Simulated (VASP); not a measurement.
A run of VASP 6.6.1 is set up as follows.

Contents of INCAR:

```
SYSTEM = TiN
  PREC = Accurate
  ENCUT = 600
  EDIFF = 1E-7
  ISMEAR = 1
  SIGMA = 0.1
  LREAL = .False.
  LASPH = .True.
  NELM = 80
  ALGO = Normal
  ISIF = 3
  LWAVE = .False.
  LCHARG = .False.
  IBRION = 2
  NSW = 90
  EDIFFG = -0.005
```

The input KPOINTS:

```
regular mesh
0
Gamma
  16 16 16
  0 0 0
```

Contents of POSCAR:

```
TiN                                     
1.0
    0.0000000000      2.0879044249      2.0879044249
    2.0879044249      0.0000000000      2.0879044249
    2.0879044249      2.0879044249      0.0000000000
  Ti              N             
     1     1
Direct
     1.0000000000000000    1.0000000000000000    0.0000000000000000
     0.5000000000000000    0.5000000000000000    0.5000000000000000
```

Potentials or basis: VASP PAW LDA potentials, release 64 (Ti_sv, N).

Command:

```bash
$ cat potpaw_LDA.64/Ti_sv/POTCAR potpaw_LDA.64/N/POTCAR > POTCAR
$ mpirun -np 1 vasp_std > vasp.out
```

Predict the band gap on the k mesh.

none (metal or under the smearing width).

Final structure:
```
Ti N
1.0
     0.00000    2.08790    2.08790
     2.08790    0.00000    2.08790
     2.08790    2.08790    0.00000
Ti N
1 1
Direct
  0.00000 0.00000 0.00000
  0.50000 0.50000 0.50000
```

Caveat: the relaxation stopped at its first step, so nothing moved.
